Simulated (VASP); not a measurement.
# Band offsets on CdS (110), part 2 of 3

Wanted: valence and conduction offsets of InP, CdSe and ZnSe on CdS (110), and what a better gap does to them.

VASP 6.6.1, plane waves and PAW; the level of theory is named at each step.

So far. Step 3 (Bulk band edges, LDA): The run ends at a pressure of 0.01 GPa.

### 6. Relax the partner on the substrate's cell, LDA

One member in full, ZnSe: held to the substrate's in-plane cell, its height is moved until the normal stress is near zero, five times at most.

This step took 5 runs, each at a new trial strain with the atoms of the one before; the last is shown.

Level: LDA; plane waves and PAW (Zn, Se); cell typed or built by script.

System, named by how it was started: ZnSe. Symmetry: Imm2, No. 44, orthorhombic system. The conventional cell has a = 3.847 Å, b = 4.075 Å, c = 5.762 Å, α = 90.00°, β = 90.00°, γ = 90.00°. Nearest to Zn lie 4 Se at 2.43 to 2.47 Å. Nearest to Se lie 4 Zn at 2.43 to 2.47 Å. Farther neighbours and most contacts between anions are not listed.

Input file INCAR:

```
SYSTEM = ZnSe
PREC = Accurate
ENCUT = 420
EDIFF = 1E-07
NELM = 120
ISMEAR = 0
SIGMA = 0.02
LREAL = .FALSE.
ALGO = Normal
GGA = CA
NBANDS = 24
LASPH = .TRUE.
LORBIT = 11
LWAVE = .FALSE.
LCHARG = .FALSE.
KPAR = 4
IBRION = 1
NSW = 25
ISIF = 2
EDIFFG = -0.004
POTIM = 0.3
```

Input file POSCAR:

```
ZnSe
1.0
    4.0751085090      0.0000000000      0.0000000000
    0.0000000000      5.7624219150      0.0000000000
    0.0000000000      0.0000000000      3.8469502620
Zn Se
2 2
Direct
    0.0000000000      0.0044945406      0.0000000000
    0.5000000000      0.5044945406      0.5000000000
    0.5000000000      0.2455054594      0.0000000000
    0.0000000000      0.7455054594      0.5000000000
```

Input file KPOINTS:

```
Automatic mesh
0
Gamma
7 5 7
0 0 0
```

PAW data sets: Zn and Se (LDA family, release 64).

Run with:

```console
mpirun -np 4 vasp_std
```

Output:

```text
[banner, memory and clock lines left out]
running    4 mpi-ranks, on    1 nodes
[...]
LDA part: xc-table for (Slater(with rela. corr.)+CA(PZ))
 , standard interpolation
 POSCAR, INCAR and KPOINTS ok, starting setup
[...]
entering main loop
       N       E                     dE             d eps       ncg     rms          rms(c)
DAV:   1     0.205833660674E+03    0.20583E+03   -0.15278E+04  2304   0.148E+03
DAV:   2     0.200261247255E+01   -0.20383E+03   -0.19785E+03  2488   0.317E+02
DAV:   3    -0.150304913014E+02   -0.17033E+02   -0.16947E+02  2824   0.965E+01
DAV:   4    -0.152864035614E+02   -0.25591E+00   -0.25582E+00  2600   0.125E+01
[...]
DAV:  12    -0.146656918789E+02    0.14555E-05   -0.14049E-05  3152   0.734E-02    0.299E-03
DAV:  13    -0.146656919005E+02   -0.21578E-07   -0.15594E-06  2744   0.167E-02    0.922E-04
DAV:  14    -0.146656918913E+02    0.91995E-08   -0.15863E-07  1832   0.493E-03
   1 F= -.14665692E+02 E0= -.14665692E+02  d E =-.146657E+02
 BRION: g(F)=  0.817E-06 g(S)=  0.000E+00
 reached required accuracy - stopping structural energy minimisation
```

Wall time 10 s (4 MPI ranks of AMD EPYC 9R45, shared host); peak memory 0.69 GiB.

From OUTCAR (step 6):

```text
  Total       -2.7412865     -2.0861054     -0.0005555      0.0000000      0.0000000      0.0000000
  in kB      -48.6187968    -36.9986626     -0.0098524      0.0000000      0.0000000      0.0000000
  external PRESSURE =     -28.5424373 kB  Pullay stress =       0.0000000 kB

 POSITION                                       TOTAL-FORCE (eV/Angst)
 -----------------------------------------------------------------------------------
      0.00000      0.02590      0.00000        -0.000000     -0.002657      0.000000
      2.03755      2.90711      1.92348         0.000000     -0.002657      0.000000
      2.03755      1.41471      0.00000        -0.000000      0.002657     -0.000000
      0.00000      4.29592      1.92348        -0.000000      0.002657     -0.000000
 -----------------------------------------------------------------------------------
    total drift:                                0.000000     -0.004732     -0.000001

  FREE ENERGIE OF THE ION-ELECTRON SYSTEM (eV)
  ---------------------------------------------------
  free  energy   TOTEN  =       -14.6656918913 eV

  energy  without entropy=      -14.6656918913  energy(sigma->0) =      -14.66569189

[... 1 part as in an earlier step ...]

[... 3 further parts left out ...]
[key lines of the parts left out:]
E-fermi :   1.8821
```

This run gave:

| Quantity | Value |
| --- | --- |
| energy(sigma→0) of the program | -14.6657 eV |
| stress, compression positive | xx, yy, zz -4.86, -3.70, 0.00 GPa |
| ionic steps | 1 |

### 7. Bulk band edges, LDA

A bulk run places the partner's levels against the mean potential at its cores.

Level: LDA; plane waves and PAW (Zn, Se); cell typed or built by script.

Input file INCAR:

```
SYSTEM = ZnSe
PREC = Accurate
ENCUT = 420
EDIFF = 1E-06
NELM = 100
ISMEAR = 0
SIGMA = 0.02
LREAL = .FALSE.
ALGO = Normal
GGA = CA
NBANDS = 23
LASPH = .TRUE.
LWAVE = .FALSE.
LCHARG = .FALSE.
KPAR = 4
```

POSCAR is that of step 6.

KPOINTS is that of step 6.

Input file KPOINTS_OPT:

```
Line mode
6
Line-mode
Reciprocal
  0.00000000  -0.35000000   0.00000000
  0.00000000  -0.05000000   0.00000000

  0.32500000   0.00000000   0.32500000
  0.49500000   0.00000000   0.49500000

  0.00000000   0.49500000   0.49500000
  0.49500000   0.49500000   0.00000000
```

Run with:

```console
mpirun -np 4 vasp_std
```

Output:

```text
[... set-up lines as in an earlier step ...]
 entering main loop
       N       E                     dE             d eps       ncg     rms          rms(c)
DAV:   1     0.206005789883E+03    0.20601E+03   -0.15322E+04  2208   0.155E+03
DAV:   2     0.239379348979E+01   -0.20361E+03   -0.19776E+03  2348   0.326E+02
DAV:   3    -0.150078242536E+02   -0.17402E+02   -0.17302E+02  2663   0.101E+02
DAV:   4    -0.152860856433E+02   -0.27826E+00   -0.27813E+00  2530   0.134E+01
[...]
DAV:  11    -0.146656938450E+02   -0.15105E-04   -0.73129E-05  3254   0.859E-02    0.852E-03
DAV:  12    -0.146656917957E+02    0.20493E-05   -0.20636E-05  3026   0.903E-02    0.324E-03
DAV:  13    -0.146656918919E+02   -0.96165E-07   -0.18408E-06  2063   0.171E-02
   1 F= -.14665692E+02 E0= -.14665692E+02  d E =-.846381E-26
 Start KPOINTS_OPT (optional k-point list driver)
k-point batch [1-18\18]
       N       E                     dE             ncg
DAV:   1     0.341843037023E+04   -0.10984E+05      828
DAV:   2    -0.246162288856E+03   -0.36646E+04      926
DAV:   3    -0.546833559079E+03   -0.30067E+03      947
DAV:   4    -0.551402679089E+03   -0.45691E+01      996
DAV:   5    -0.551435372824E+03   -0.32694E-01      968
DAV:   6    -0.551435784063E+03   -0.41124E-03      989
DAV:   7    -0.551435791703E+03   -0.76398E-05      957
DAV:   8    -0.551435791899E+03   -0.19605E-06      708
```

Wall time 11 s (4 MPI ranks); peak memory 0.83 GiB; 44 s of CPU time.

OUTCAR, selected parts (step 7):

```text
  Total       -2.7352265     -2.0802800      0.0051112      0.0000000      0.0000000      0.0000000
  in kB      -48.5113175    -36.8953447      0.0906507      0.0000000      0.0000000      0.0000000
  external PRESSURE =     -28.4386705 kB  Pullay stress =       0.0000000 kB

 POSITION                                       TOTAL-FORCE (eV/Angst)
 -----------------------------------------------------------------------------------
      0.00000      0.02590      0.00000         0.000000     -0.002746      0.000000
      2.03755      2.90711      1.92348        -0.000000     -0.002746      0.000000
      2.03755      1.41471      0.00000         0.000000      0.002746      0.000000
      0.00000      4.29592      1.92348         0.000000      0.002746      0.000000
 -----------------------------------------------------------------------------------
    total drift:                                0.000000     -0.004690     -0.000001

  FREE ENERGIE OF THE ION-ELECTRON SYSTEM (eV)
  ---------------------------------------------------
  free  energy   TOTEN  =       -14.6656918919 eV

  energy  without entropy=      -14.6656918919  energy(sigma->0) =      -14.66569189

[... 1 part as in an earlier step ...]

[... 2 further parts left out ...]
[key lines of the parts left out:]
E-fermi :   1.9383
```

Numbers from this step:

```
energy(sigma→0) of the program : -14.6657 eV
stress, compression positive   : xx, yy, zz -4.85, -3.69, 0.01 GPa
```

The run ends at a pressure of -2.84 GPa, with forces up to 0.0027 eV/Å.

### 8. Bulk band edges, HSE06

At this level only the shift of the partner's edges against the mean potential of the cell is used.

Level: HSE06; plane waves and PAW (Zn, Se); cell typed or built by script.

INCAR, as its differences from that of step 7:

```diff
@@ -9,5 +9,9 @@
 ALGO = Normal
-GGA = CA
+LHFCALC = .TRUE.
+AEXX = 0.25
+GGA = PE
+HFSCREEN = 0.2
+LASPH = .TRUE.
 NBANDS = 23
-LASPH = .TRUE.
+PRECFOCK = Fast
 LWAVE = .FALSE.
```

POSCAR is that of step 7.

Input file KPOINTS:

```
Automatic mesh
0
Gamma
4 3 4
0 0 0
```

KPOINTS_OPT is that of step 7.

Run with:

```console
mpirun -np 4 vasp_std
```

Output:

```text
[banner, memory and clock lines left out]
running    4 mpi-ranks, on    1 nodes
[...]
[... a notice as in an earlier step ...]

 LDA part: xc-table for (Slater+PW92), standard interpolation
 found WAVECAR, reading the header
 POSCAR, INCAR and KPOINTS ok, starting setup
[...]
reading WAVECAR
 the WAVECAR file was read successfully
 initial charge from wavefunction
 entering main loop
       N       E                     dE             d eps       ncg     rms          rms(c)
DAV:   1    -0.148971437835E+02   -0.14897E+02   -0.32728E+00   986   0.389E+01    0.414E+00
DAV:   2    -0.148257601278E+02    0.71384E-01   -0.72543E-01   947   0.143E+01    0.214E+00
DAV:   3    -0.148227804680E+02    0.29797E-02   -0.79515E-02   982   0.394E+00    0.133E+00
DAV:   4    -0.148213078549E+02    0.14726E-02   -0.78092E-03   961   0.972E-01    0.786E-01
[...]
DAV:   8    -0.148206451677E+02    0.13102E-04   -0.96529E-06   989   0.196E-02    0.736E-02
DAV:   9    -0.148206419739E+02    0.31938E-05   -0.38352E-06   982   0.126E-02    0.381E-02
DAV:  10    -0.148206414891E+02    0.48486E-06   -0.12701E-06   702   0.784E-03
   1 F= -.14820641E+02 E0= -.14820641E+02  d E =-.189450E-21
 Start KPOINTS_OPT (optional k-point list driver)
k-point batch [1-18\18]
       N       E                     dE             ncg
DAV:   1     0.148026233337E+04   -0.10956E+05      828
DAV:   2    -0.315753506383E+04   -0.46378E+04      870
DAV:   3    -0.359311771727E+04   -0.43558E+03      919
DAV:   4    -0.360639654148E+04   -0.13279E+02      975
DAV:   5    -0.360655692833E+04   -0.16039E+00     1031
DAV:   6    -0.360655908933E+04   -0.21610E-02      975
DAV:   7    -0.360655912520E+04   -0.35862E-04      917
DAV:   8    -0.360655912603E+04   -0.83331E-06      653
```

Wall time 4.6 min (4 MPI ranks); peak memory 1.3 GiB; 18 min of CPU time.

Parts of OUTCAR (step 8):

```text
 POSITION                                       TOTAL-FORCE (eV/Angst)
 -----------------------------------------------------------------------------------
      0.00000      0.02590      0.00000        -0.000000      0.036831      0.000000
      2.03755      2.90711      1.92348         0.000000      0.036831      0.000000
      2.03755      1.41471      0.00000        -0.000000     -0.036831      0.000000
      0.00000      4.29592      1.92348        -0.000000     -0.036831      0.000000
 -----------------------------------------------------------------------------------
    total drift:                               -0.000033     -0.003777     -0.000003

  FREE ENERGIE OF THE ION-ELECTRON SYSTEM (eV)
  ---------------------------------------------------
  free  energy   TOTEN  =       -14.8206414891 eV

  energy  without entropy=      -14.8206414891  energy(sigma->0) =      -14.82064149

[... 1 part as in an earlier step ...]

[... 2 further parts left out ...]
[key lines of the parts left out:]
E-fermi :   1.5701
```

This run gave:

| Property | Result |
| --- | --- |
| energy(sigma→0) of the program | -14.8206 eV |

### 9. Bulk band edges, HSE06 with spin-orbit coupling

At this level only the shift of the partner's edges against the mean potential of the cell is used.

Level: HSE06, spin-orbit coupling; plane waves and PAW (Zn, Se); cell typed or built by script.

INCAR, as its differences from that of step 8:

```diff
@@ -14,3 +14,7 @@
 LASPH = .TRUE.
-NBANDS = 23
+LNONCOLLINEAR = .TRUE.
+MAGMOM = 0 0 0 0 0 0 0 0 0 0 0 0
+NBANDS = 46
+GGA_COMPAT = .FALSE.
+LSORBIT = .TRUE.
 PRECFOCK = Fast
```

POSCAR is that of step 8.

KPOINTS is that of step 8.

KPOINTS_OPT is that of step 8.

Run with:

```console
mpirun -np 4 vasp_ncl
```

Output:

```text
[... set-up lines as in an earlier step ...]
 entering main loop
       N       E                     dE             d eps       ncg     rms          rms(c)
DAV:   1    -0.149391406076E+02   -0.14939E+02   -0.32198E+00  3126   0.393E+01    0.416E+00
DAV:   2    -0.148687050628E+02    0.70436E-01   -0.75123E-01  2850   0.146E+01    0.213E+00
DAV:   3    -0.148665215825E+02    0.21835E-02   -0.84863E-02  2968   0.404E+00    0.132E+00
DAV:   4    -0.148650914083E+02    0.14302E-02   -0.87138E-03  2768   0.113E+00    0.778E-01
[...]
DAV:   8    -0.148644136130E+02    0.14044E-04   -0.96609E-06  2486   0.196E-02    0.730E-02
DAV:   9    -0.148644101445E+02    0.34685E-05   -0.39453E-06  2374   0.133E-02    0.376E-02
DAV:  10    -0.148644095794E+02    0.56508E-06   -0.13581E-06  2300   0.856E-03
   1 F= -.14864410E+02 E0= -.14864410E+02  d E =-.542581E-24  mag=    -0.0000    -0.0000     0.0000
 Start KPOINTS_OPT (optional k-point list driver)
k-point batch [1-18\18]
       N       E                     dE             ncg
DAV:   1     0.249847196652E+04   -0.91453E+04     1656
DAV:   2    -0.273302163712E+04   -0.52315E+04     1662
DAV:   3    -0.340716409305E+04   -0.67414E+03     1814
DAV:   4    -0.344636414055E+04   -0.39200E+02     1852
DAV:   5    -0.344713197803E+04   -0.76784E+00     1920
DAV:   6    -0.344714608482E+04   -0.14107E-01     1888
DAV:   7    -0.344714636635E+04   -0.28153E-03     1842
DAV:   8    -0.344714637276E+04   -0.64164E-05     1318
DAV:   9    -0.344714637303E+04   -0.26295E-06     1222
```

Elapsed: 37 min, on 4 MPI ranks; peak memory 2.9 GiB.

From OUTCAR (step 9):

```text
 POSITION                                       TOTAL-FORCE (eV/Angst)
 -----------------------------------------------------------------------------------
      0.00000      0.02590      0.00000        -0.000000      0.037069     -0.000000
      2.03755      2.90711      1.92348         0.000000      0.037069     -0.000000
      2.03755      1.41471      0.00000         0.000000     -0.037069      0.000000
      0.00000      4.29592      1.92348         0.000000     -0.037069      0.000000
 -----------------------------------------------------------------------------------
    total drift:                               -0.000019     -0.003486     -0.000011

  FREE ENERGIE OF THE ION-ELECTRON SYSTEM (eV)
  ---------------------------------------------------
  free  energy   TOTEN  =       -14.8644095794 eV

  energy  without entropy=      -14.8644095794  energy(sigma->0) =      -14.86440958

[... 1 part as in an earlier step ...]

[... 2 further parts left out ...]
[key lines of the parts left out:]
E-fermi :   1.6538
```

Numbers from this step:

```
energy(sigma→0) of the program : -14.8644 eV
```

### 10. Relax the interface, LDA

Superlattice of 12 atoms of CdS and 12 of ZnSe on the CdS lattice. Atoms relax, and the height is moved while the normal stress exceeds 0.4 GPa, three times at most, by secant steps.

This step took 3 runs in a row; the last is shown.

Level: LDA; plane waves and PAW (Cd, S, Zn, Se).

System, named by how it was started: CdS/ZnSe (110). The cell holds 24 atoms: 6 Cd, 6 S, 6 Zn and 6 Se. Cell: a = 4.075 Å, b = 5.762 Å, c = 23.756 Å, α = 90.0°, β = 90.0°, γ = 90.0°. It derives from CdS. Superlattice of 12 atoms of CdS and 12 of ZnSe on the CdS lattice. The structure's axis is c.

Input file INCAR:

```
SYSTEM = ZnCdSeS
PREC = Normal
ENCUT = 420
EDIFF = 1E-05
NELM = 120
ISMEAR = 0
SIGMA = 0.05
LREAL = Auto
ALGO = Fast
GGA = CA
NBANDS = 133
LASPH = .TRUE.
LORBIT = 11
LWAVE = .FALSE.
LCHARG = .FALSE.
KPAR = 2
NCORE = 2
IBRION = 2
NSW = 60
ISIF = 2
EDIFFG = -0.03
POTIM = 0.4
MAXMIX = 40
ISYM = 2
```

Input file POSCAR:

```
ZnCdSeS
1.0
    4.0751085090      0.0000000000      0.0000000000
    0.0000000000      5.7624219150      0.0000000000
    0.0000000000      0.0000000000     23.7558658620
Cd S Zn Se
6 6 6 6
Direct
    0.0000000000      0.0142492865      0.9988048848
    0.5000000000      0.5160316831      0.0836763626
    0.0000000000      0.0159466432      0.1711463563
    0.5000000000      0.5159466432      0.2557137507
    0.0000000000      0.0160316831      0.3431837444
    0.5000000000      0.5142492865      0.4280552222
    0.5000000000      0.2693893186      0.9969695468
    0.0000000000      0.7677940870      0.0852672331
    0.5000000000      0.2674545746      0.1698386069
    0.0000000000      0.7674545746      0.2570215001
    0.5000000000      0.2677940870      0.3415928739
    0.0000000000      0.7693893186      0.4298905602
    0.0000000000      0.9896496777      0.5104115774
    0.5000000000      0.4878906461      0.5930210231
    0.0000000000      0.9865358027      0.6723710207
    0.5000000000      0.4865358027      0.7544890873
    0.0000000000      0.9878906461      0.8338390839
    0.5000000000      0.4896496777      0.9164485296
    0.5000000000      0.2273255706      0.5128933825
    0.0000000000      0.7292403065      0.5912090955
    0.5000000000      0.2284924035      0.6735800000
    0.0000000000      0.7284924035      0.7532801080
    0.5000000000      0.2292403065      0.8356510115
    0.0000000000      0.7273255706      0.9139667245
```

Input file KPOINTS:

```
Automatic mesh
0
Gamma
6 4 1
0 0 0
```

PAW data sets: Cd, S, Zn and Se (LDA family, release 64).

Run with:

```console
mpirun -np 4 vasp_std
```

Output:

```text
[banner, memory and clock lines left out]
running    4 mpi-ranks, on    1 nodes
[...]
LDA part: xc-table for (Slater(with rela. corr.)+CA(PZ))
 , standard interpolation
 POSCAR, INCAR and KPOINTS ok, starting setup
[...]
entering main loop
       N       E                     dE             d eps       ncg     rms          rms(c)
DAV:   1     0.181555872328E+04    0.18156E+04   -0.85246E+04  3192   0.146E+03
DAV:   2     0.170458510736E+03   -0.16451E+04   -0.15727E+04  3192   0.395E+02
DAV:   3    -0.783569083185E+02   -0.24882E+03   -0.24187E+03  3551   0.149E+02
DAV:   4    -0.932028400985E+02   -0.14846E+02   -0.14705E+02  3665   0.362E+01
[...]
RMM:  13    -0.885300566091E+02   -0.31607E-04   -0.54547E-04  3241   0.842E-02    0.401E-02
RMM:  14    -0.885300676517E+02   -0.11043E-04   -0.18968E-04  3283   0.404E-02    0.256E-02
RMM:  15    -0.885300695946E+02   -0.19429E-05   -0.35168E-05  2327   0.210E-02
   1 F= -.88530070E+02 E0= -.88530070E+02  d E =-.885301E+02
[...]
N       E                     dE             d eps       ncg     rms          rms(c)
DAV:   1    -0.885305776322E+02   -0.50998E-03   -0.17556E-01  3443   0.109E+00    0.127E-01
RMM:   2    -0.885307865142E+02   -0.20888E-03   -0.23361E-03  3193   0.141E-01    0.392E-02
RMM:   3    -0.885308105014E+02   -0.23987E-04   -0.35663E-04  3220   0.564E-02    0.294E-02
RMM:   4    -0.885308114492E+02   -0.94785E-06   -0.56185E-05  2656   0.251E-02
   2 F= -.88530811E+02 E0= -.88530811E+02  d E =-.741855E-03
 trial-energy change:   -0.000742  1 .order   -0.000700   -0.000963   -0.000438
 step:   1.4883(harm=  1.8324)  dis= 0.00242  next Energy=   -88.530923 (dE=-0.854E-03)
 reached required accuracy - stopping structural energy minimisation
```

Wall time 60 s (4 MPI ranks); peak memory 1.2 GiB; 3.9 min of CPU time.

From OUTCAR (step 10):

```text
  Total       -8.5207148     -6.2847729     -0.1490368      0.0000000      0.0000000      0.0000000
  in kB      -24.4721156    -18.0503270     -0.4280445      0.0000000      0.0000000      0.0000000
  external PRESSURE =     -14.3168290 kB  Pullay stress =       0.0000000 kB

 POSITION                                       TOTAL-FORCE (eV/Angst)
 -----------------------------------------------------------------------------------
      0.00000      0.08336     23.72741         0.000000      0.015959     -0.001939
      2.03755      2.97522      1.98739         0.000000      0.014719     -0.010833
      0.00000      0.09327      4.06555         0.000000      0.012224     -0.005054
      2.03755      2.97449      6.07488         0.000000      0.012224      0.005054
      0.00000      0.09401      8.15304         0.000000      0.014719      0.010833
      2.03755      2.96457     10.16889         0.000000      0.015959      0.001939
      2.03755      1.55092     23.68453         0.000000     -0.015347      0.005296
      0.00000      4.42335      2.02523         0.000000     -0.006705     -0.004708
      2.03755      1.54025      4.03443         0.000000     -0.007899     -0.000715
      0.00000      4.42146      6.10601         0.000000     -0.007899      0.000715
      2.03755      1.54214      8.11520         0.000000     -0.006705      0.004708
      0.00000      4.43213     10.21177         0.000000     -0.015347     -0.005296
      0.00000      5.70339     12.12568         0.000000      0.005554      0.001747
      2.03755      2.81226     14.08754         0.000000      0.009338     -0.004892
[...]
-----------------------------------------------------------------------------------
    total drift:                               -0.000000      0.051678     -0.003406

  FREE ENERGIE OF THE ION-ELECTRON SYSTEM (eV)
  ---------------------------------------------------
  free  energy   TOTEN  =       -88.5308114492 eV

  energy  without entropy=      -88.5308114492  energy(sigma->0) =      -88.53081145

[... 1 part as in an earlier step ...]

[... 3 further parts left out ...]
[key lines of the parts left out:]
E-fermi :   1.8524
```

This run gave:

```
energy(sigma→0) of the program : -88.5308 eV
stress, compression positive   : xx, yy, zz -2.45, -1.81, -0.04 GPa
ionic steps                    : 2
```

(Part 2 of 3 ends here.)

[Lines on the potential files, build, host, timing and source positions are cut from VASP's logs without a mark.]

[Logs are printed without paths, hosts, clocks, repeated set-up lines and the standing remarks that a program may print on its own settings, such as how far it seeks lower states.]

[Hosts, paths, dates, database ids (printed as entryN), source tags and the programs' standing remarks are cut or masked in the printed files.]

[In band tables of VASP the shares of atoms and orbitals are scaled to a sum of 1 inside the atoms' spheres.]
